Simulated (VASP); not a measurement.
# LiH (Fm-3m) in VASP: a series of runs

Aim: see how the results for LiH move with the level of theory and the settings. Levels: r2SCAN, B3LYP, PBE. Tasks: electron localisation function, single point.

Program: VASP 6.6.1. These are calculated values, not measurements. Logs are shortened: lines on timing, memory, paths and dates and some standing lists are left out, and cuts for length are marked.

## 1. Starting point

The structure is cubic, space group Fm-3m (No. 225). The conventional cell has a = 4.074 Å, b = 4.074 Å, c = 4.074 Å, α = 90.00°, β = 90.00°, γ = 90.00°. Around Li (site symmetry m-3m) lie 6 H at 2.04 Å. Around H (site symmetry m-3m) lie 6 Li at 2.04 Å.

## 2. Electron localisation function, r2SCAN

INCAR reads:

```
SYSTEM = LiH
ALGO = Normal
EDIFF = 1E-7
ENCUT = 520
ISIF = 2
ISMEAR = -1
LASPH = .True.
LCHARG = .True.
LELF = .True.
LMIXTAU = .True.
LREAL = .False.
LWAVE = .False.
METAGGA = R2SCAN
NELM = 60
PREC = Accurate
SIGMA = 0.02
```

KPOINTS reads:

```
k-points
0
Gamma
  11 11 11
  0 0 0
```

POSCAR reads:

```
LiH
1.0
    0.0000000000      2.0367500000      2.0367500000
    2.0367500000      0.0000000000      2.0367500000
    2.0367500000      2.0367500000      0.0000000000
Li H
1 1
Direct
    0.0000000000      0.0000000000      0.0000000000
    0.5000000000      0.5000000000      0.5000000000
```

Potentials or basis: VASP PAW PBE potentials, release 64 (Li_sv, H).

Run with:

```sh
$ cat potpaw_PBE.64/Li_sv/POTCAR potpaw_PBE.64/H/POTCAR > POTCAR
$ mpirun -np 1 vasp_std > vasp.out
```

OUTCAR:

```text
SYSTEM = LiH
   EDIFF = 1E-7
   ENCUT = 520
   ISIF = 2
   ISMEAR = -1
   LASPH = .True.
   LREAL = .False.
   METAGGA = R2SCAN
   NELM = 60
   PREC = Accurate

 ion  position               nearest neighbor table
   1  0.000  0.000  0.000-
   2  0.500  0.500  0.500-

  LATTYP: Found a face centered cubic cell.
 ALAT       =     4.0735000000

  Lattice vectors:

 A1 = (   0.0000000000,   2.0367500000,   2.0367500000)
 A2 = (   2.0367500000,   0.0000000000,   2.0367500000)
 A3 = (   2.0367500000,   2.0367500000,   0.0000000000)

Analysis of symmetry for initial positions (statically):
=====================================================================
 Subroutine PRICEL returns:
 Original cell was already a primitive cell.

 Routine SETGRP: Setting up the symmetry group for a
 face centered cubic supercell.

 Subroutine GETGRP returns: Found 48 space group operations
 (whereof 48 operations were pure point group operations)
 out of a pool of 48 trial point group operations.

The static configuration has the point symmetry O_h .

Analysis of symmetry for dynamics (positions and initial velocities):
=====================================================================
 Subroutine PRICEL returns:
 Original cell was already a primitive cell.

 Routine SETGRP: Setting up the symmetry group for a
 face centered cubic supercell.

 Subroutine GETGRP returns: Found 48 space group operations
 (whereof 48 operations were pure point group operations)
 out of a pool of 48 trial point group operations.

The dynamic configuration has the point symmetry O_h .

 Subroutine INISYM returns: Found 48 space group operations
 (whereof 48 operations are pure point group operations),
 and found     1 'primitive' translations

----------------------------------------------------------------------------------------

                                     Primitive cell

  volume of cell :      16.8983

  direct lattice vectors                    reciprocal lattice vectors
     0.000000000  2.036750000  2.036750000    -0.245489137  0.245489137  0.245489137
     2.036750000  0.000000000  2.036750000     0.245489137 -0.245489137  0.245489137
     2.036750000  2.036750000  0.000000000     0.245489137  0.245489137 -0.245489137

  length of vectors
     2.880399473  2.880399473  2.880399473     0.425199658  0.425199658  0.425199658

  position of ions in fractional coordinates (direct lattice)
     0.000000000  0.000000000  0.000000000
     0.500000000  0.500000000  0.500000000

  ion indices of the primitive-cell ions
   primitive index   ion index
                 1           1
                 2           2

----------------------------------------------------------------------------------------

 KPOINTS: k-points

Automatic generation of k-mesh.
 Grid dimensions read from file:
 generate k-points for:   11   11   11

 Generating k-lattice:

  Cartesian coordinates                     Fractional coordinates (reciprocal lattice)
    -0.022317194  0.022317194  0.022317194     0.090909091  0.000000000  0.000000000
     0.022317194 -0.022317194  0.022317194     0.000000000  0.090909091  0.000000000
     0.022317194  0.022317194 -0.022317194     0.000000000  0.000000000  0.090909091

  Length of vectors
     0.038654514  0.038654514  0.038654514

  Shift w.r.t. Gamma in fractional coordinates (k-lattice)
     0.000000000  0.000000000  0.000000000

 Subroutine IBZKPT returns following result:
 ===========================================

 Found     56 irreducible k-points:

 Following reciprocal coordinates:
            Coordinates               Weight
  0.000000  0.000000  0.000000      1.000000
  0.090909  0.000000  0.000000      8.000000
  0.181818  0.000000  0.000000      8.000000
  0.272727  0.000000  0.000000      8.000000
  0.363636  0.000000  0.000000      8.000000
  0.454545  0.000000  0.000000      8.000000
[... 16 lines left out ...]
 -0.272727  0.181818  0.000000     24.000000
 -0.181818  0.181818  0.000000     12.000000
 [... further k-points ...]
   k-points           NKPTS =     56   k-points in BZ     NKDIM =     56   number of bands    NBANDS=      6
   number of dos      NEDOS =    301   number of ions     NIONS =      2
   total plane-waves  NPLWV =  13824
   dimension x,y,z NGX =    24 NGY =   24 NGZ =   24
   dimension x,y,z NGXF=    48 NGYF=   48 NGZF=   48
   ions per type =               1   1
   NGX,Y,Z   is equivalent  to a cutoff of  13.85, 13.85, 13.85 a.u.
   NGXF,Y,Z  is equivalent  to a cutoff of  27.70, 27.70, 27.70 a.u.
 SYSTEM =  LiH
   PREC   = accura    normal or accurate (medium, high low for compatibility)
   ISTART =      0    job   : 0-new  1-cont  2-samecut
   ICHARG =      2    charge: 1-file 2-atom 10-const
   ISPIN  =      1    spin polarized calculation?
   LNONCOLLINEAR =      F non collinear calculations
   LSORBIT =      F    spin-orbit coupling
   LASPH  =      T    aspherical Exc in radial PAW
   ENCUT  =  520.0 eV  38.22 Ry    6.18 a.u.   5.36  5.36  5.36*2*pi/ulx,y,z
   NELM   =     60;   NELMIN=  2; NELMDL= -5     # of ELM steps
   EDIFF  = 0.1E-06   stopping-criterion for ELM
   LREAL  =      F    real-space projection
   EDIFFG = 0.1E-05   stopping-criterion for IOM
   NSW    =      0    number of steps for IOM
   IBRION =     -1    ionic relax: 0-MD 1-quasi-New 2-CG
   NFREE  =      0    steps in history (QN), initial steepest desc. (CG)
   ISIF   =      2    stress and relaxation
   ISYM   =      2    0-nonsym 1-usesym 2-fastsym
   POTIM  = 0.5000    time-step for ionic-motion
   TEBEG  =    0.0;   TEEND  =   0.0 temperature during run
   PSTRESS=    0.0 pullay stress
   NELECT =       4.0000    total number of electrons
   NUPDOWN=      -1.0000    fix difference up-down
   EMIN   =  10.00;   EMAX   =-10.00  energy-range for DOS
   EFERMI =   0.00;   METHOD = LEGACY
   ISMEAR =    -1;   SIGMA  =   0.02  broadening in eV -4-tet -1-fermi 0-gaus
   EFERMI_NEDOS =   21; number of points for ismear=-14 and -15
   IALGO  =     38    algorithm
   IMIX   =      4    mixing-type and parameters
     AMIX     =   0.40;   BMIX     =  1.00
     AMIX_MAG =   1.60;   BMIX_MAG =  1.00
  volume/ion in A,a.u.               =       8.45        57.02
  Fermi-wavevector in a.u.,A,eV,Ry     =   1.012699  1.913724 13.953585  1.025560
  Thomas-Fermi vector in A             =   2.145824
   LORBIT       =      0    0 simple, 1 ext, 2 COOP (PROOUT), +10 PAW based schemes
   METAGGA = R2SCAN    functional components
   LHFCALC =     F    Hartree Fock is set to
   AEXX    =    0.0000 exact exchange contribution
   IVDW    =     0    specifies the selected vdW correction
   LEPSILON=     F    determine dielectric tensor
   LRPA    =     F    only Hartree local field effects (RPA)
 non-spin polarized calculation
  energy-cutoff  :      520.00
  volume of cell :       16.90
 maximum number of plane-waves:       470
 NGX is ok and might be reduce to    24
   NGX = 11   NGY = 11   NGZ = 11

 number of electron       3.9999999 magnetization

 Free energy of the ion-electron system (eV)
  ---------------------------------------------------
  ext. energy  EPLUGINS =         0.00000000
  ---------------------------------------------------
  free energy    TOTEN  =        -6.81298652 eV

  energy without entropy =       -6.81298652  energy(sigma->0) =       -6.81298652

 E-fermi :   0.0812     XC(G=0):  -8.6590

 val. band max:       -0.4459941482   @ k =  -0.4545   0.4545   0.0000
 cond. band min:       3.3570452628   @ k =  -0.4545   0.4545   0.0000
 fundamental gap:      3.8030394110
 Fermi energy:         0.0812180908

 k-point     1 :       0.0000    0.0000    0.0000
  band No.  band energies     occupation
      1     -46.1819      2.00000
      2      -5.6704      2.00000
      3      16.5704      0.00000
      4      18.4633      0.00000
      5      18.4633      0.00000
      6      18.4643      0.00000

 k-point     2 :       0.0909    0.0000    0.0000
  band No.  band energies     occupation
      1     -46.1790      2.00000
      2      -5.5239      2.00000
      3      15.2209      0.00000
      4      17.5609      0.00000
      5      18.0979      0.00000
      6      18.0987      0.00000

 k-point     3 :       0.1818    0.0000    0.0000
  band No.  band energies     occupation
      1     -46.1711      2.00000
      2      -5.0943      2.00000
      3      12.2268      0.00000
      4      16.3494      0.00000
      5      17.4883      0.00000
      6      17.4890      0.00000

 k-point     4 :       0.2727    0.0000    0.0000
  band No.  band energies     occupation
      1     -46.1607      2.00000
      2      -4.4213      2.00000
      3       9.2278      0.00000
      4      15.3079      0.00000
      5      17.0921      0.00000
      6      17.0929      0.00000

 k-point     5 :       0.3636    0.0000    0.0000
  band No.  band energies     occupation
      1     -46.1512      2.00000
      2      -3.6240      2.00000
      3       6.7943      0.00000
      4      14.5477      0.00000
      5      17.0270      0.00000
      6      17.0278      0.00000
[... 136 lines left out ...]
 k-point    21 :      -0.4545    0.1818    0.0000
  band No.  band energies     occupation
      1     -46.1404      2.00000
      2      -2.2733      2.00000
      3       5.2629      0.00000
      4      10.1375      0.00000
      5      14.2122      0.00000
      6      16.5733      0.00000

 k-point    22 :      -0.3636    0.1818    0.0000
  band No.  band energies     occupation
      1     -46.1422      2.00000
      2      -2.5654      2.00000
      3       5.8775      0.00000
      4       9.9087      0.00000
      5      15.2036      0.00000
      6      16.3701      0.00000

 k-point    23 :      -0.2727    0.1818    0.0000
  band No.  band energies     occupation
      1     -46.1485      2.00000
      2      -3.3473      2.00000
      3       7.8017      0.00000
      4      10.0431      0.00000
      5      16.4651      0.00000
      6      16.6215      0.00000

 k-point    24 :      -0.1818    0.1818    0.0000
  band No.  band energies     occupation
      1     -46.1573      2.00000
      2      -4.1522      2.00000
      3      10.4235      0.00000
      4      10.6218      0.00000
      5      16.7795      0.00000
      6      18.3557      0.00000

 [... further k-points ...]

------------------------ aborting loop because EDIFF is reached ----------------------------------------

  FORCE on cell =-STRESS in cart. coord.  units (eV):
  Direction    XX          YY          ZZ          XY          YZ          ZX
  --------------------------------------------------------------------------------------
  -------------------------------------------------------------------------------------
  Total       -0.2169391     -0.2169391     -0.2169391     -0.0000000     -0.0000000      0.0000000
  in kB      -20.5686234    -20.5686234    -20.5686234     -0.0000000     -0.0000000      0.0000000
  external PRESSURE =     -20.5686234 kB  Pullay stress =       0.0000000 kB

 VOLUME and BASIS-vectors are now :
 -----------------------------------------------------------------------------
  energy-cutoff  :      520.00
  volume of cell :       16.90
      direct lattice vectors                 reciprocal lattice vectors
     0.000000000  2.036750000  2.036750000    -0.245489137  0.245489137  0.245489137
     2.036750000  0.000000000  2.036750000     0.245489137 -0.245489137  0.245489137
     2.036750000  2.036750000  0.000000000     0.245489137  0.245489137 -0.245489137

 POSITION                                       TOTAL-FORCE (eV/Angst)
 -----------------------------------------------------------------------------------
      0.00000      0.00000      0.00000        -0.000000      0.000000      0.000000
      2.03675      2.03675      2.03675         0.000000     -0.000000     -0.000000
 -----------------------------------------------------------------------------------
    total drift:                                0.000000     -0.000000     -0.000000

  FREE ENERGIE OF THE ION-ELECTRON SYSTEM (eV)
  ---------------------------------------------------
  free  energy   TOTEN  =        -6.8129865224 eV

  energy  without entropy=       -6.8129865224  energy(sigma->0) =       -6.81298652
```

Run time: 20 s. Hardware: 1 thread of Intel Xeon Platinum 8488C (Sapphire Rapids), shared host; peak memory 0.13 GiB.

Results:

```yaml
Free_energy: -6.8130 eV
Band_gap_on_the_k_mesh: 3.80 eV, direct
```

Caveat: the cutoff is under 1.25 times the usual one of these potentials, so pressure, stress and relaxed cells hold a basis-set (Pulay) error; the PAW data sets were made with another functional, which shifts forces and pressure a little; an odd mesh through Γ misses points on the zone boundary, where band edges often lie.

## 3. Single point, B3LYP

run.py reads:

```python
from ase.calculators.vasp import Vasp
from ase.dft.bandgap import bandgap
from ase.io import read

atoms = read('LiH.xyz')
calc = Vasp(
    directory='calc',
    xc='b3lyp',
    pp='PBE',
    setups='recommended',
    prec='Accurate',
    encut=250,
    ediff=1e-06,
    ismear=-1,
    sigma=0.02,
    lreal=False,
    lasph=True,
    nelm=60,
    algo='Normal',
    isif=2,
    lwave=False,
    lcharg=False,
    precfock='Fast',
    kpts=[2, 2, 2],
    gamma=True,
    nbands=9,
)
atoms.calc = calc

print('energy (eV):', atoms.get_potential_energy())
print('free energy (eV):', atoms.get_potential_energy(force_consistent=True))
print('forces (eV/A):')
print(atoms.get_forces())
print('stress (eV/A^3, Voigt):', atoms.get_stress())
print('Fermi level (eV):', calc.get_fermi_level())
gap, top, bottom = bandgap(calc)
print('band gap (eV):', gap, 'from (spin, k, band)', top, 'to', bottom)
```

LiH.xyz reads:

```xyz
2
Lattice="0.0000000000 2.0367500000 2.0367500000 2.0367500000 0.0000000000 2.0367500000 2.0367500000 2.0367500000 0.0000000000" Properties=species:S:1:pos:R:3 pbc="T T T"
Li     0.0000000000      0.0000000000      0.0000000000
H      2.0367500000      2.0367500000      2.0367500000
```

Potentials or basis: VASP PAW PBE potentials, release 64 (Li_sv, H).

Run with:

```sh
$ python run.py
```

Log:

```text
energy (eV): -8.14683575
free energy (eV): -8.14683575
forces (eV/A):
[[-0.  0. -0.]
 [ 0. -0.  0.]]
stress (eV/A^3, Voigt): [ 0.04214149  0.04214149  0.04214149 -0.         -0.          0.        ]
Fermi level (eV): -0.07340828
band gap (eV): 4.7134 from (spin, k, band) (0, np.int64(2), np.int64(1)) to (0, np.int64(2), np.int64(2))
```

OUTCAR:

```text
AEXX = 0.200000
   ENCUT = 250.000000
   EDIFF = 1.00e-06
   GGA = B3
[... 246 lines left out ...]
 -----------------------------------------------------------------------------------
      0.00000      0.00000      0.00000        -0.000000      0.000000     -0.000000
      2.03675      2.03675      2.03675         0.000000     -0.000000      0.000000
 -----------------------------------------------------------------------------------
    total drift:                                0.000003      0.000002      0.000008

  FREE ENERGIE OF THE ION-ELECTRON SYSTEM (eV)
  ---------------------------------------------------
  free  energy   TOTEN  =        -8.1468357474 eV

  energy  without entropy=       -8.1468357474  energy(sigma->0) =       -8.14683575
```

INCAR:

```text
AEXX = 0.200000
AGGAC = 0.810000
AGGAX = 0.720000
ALDAC = 0.190000
ENCUT = 250.000000
SIGMA = 0.020000
EDIFF = 1.00e-06
ALGO = Normal
GGA = B3
PREC = Accurate
PRECFOCK = Fast
ISIF = 2
ISMEAR = -1
NBANDS = 9
NELM = 60
LASPH = .TRUE.
LCHARG = .FALSE.
LHFCALC = .TRUE.
LWAVE = .FALSE.
LREAL = .FALSE.
```

Run time: 8.7 s. Hardware: 1 thread of Intel Xeon Platinum 8488C (Sapphire Rapids), shared host; peak memory 0.11 GiB.

The run converged, but a check on its numbers failed (symmetry, net force, bounds or a known fault of this set-up), so they aren't taken as properties of the crystal.

Caveat: the k mesh is coarse (spacing up to 1.34 Å⁻¹), so the values aren't converged, least of all with exact exchange; the cutoff lies under the usual one of these potentials, so the numbers hold a large basis-set error; the PAW data sets were made with another functional, which shifts forces and pressure a little.

## 4. Single point, PBE

INCAR reads:

```
PREC = Accurate
ENCUT = 500
EDIFF = 1E-6
ISMEAR = 0
SIGMA = 0.02
LREAL = False
LASPH = True
NELM = 60
ALGO = Fast
ISIF = 2
LWAVE = False
LCHARG = False
GGA = PE
```

KPOINTS reads:

```
Automatic mesh
0
Gamma
  6 6 6
```

POSCAR is that of step 2.

Potentials or basis: VASP PAW PBE potentials, release 64 (Li_GW, H_GW).

Run with:

```sh
$ cat potpaw_PBE.64/Li_GW/POTCAR potpaw_PBE.64/H_GW/POTCAR > POTCAR
$ mpirun -np 1 vasp_std > vasp.out
```

Wall time 7.1 s (1 thread of Intel Xeon Platinum 8488C (Sapphire Rapids), shared host); peak memory 0.13 GiB.

It converged, with:

```
Free energy            : -6.1101 eV
Pressure               : -2.0 GPa
Band gap on the k mesh : 3.02 eV, direct
```

Levels at points of the mesh, in eV from the valence-band top:
```
           k point  band 1  band 2  band 3  band 4  band 5
(0.00, 0.00, 0.00)   -5.27   15.48   17.41   17.41   17.41
(0.50, 0.00, 0.00)   -2.49    4.79   13.29   16.07   16.07
(0.50, 0.50, 0.00)    0.00    3.02   10.59   10.59   13.69
```

Caveat: the k mesh is coarse (spacing up to 0.45 Å⁻¹), so the values aren't converged.
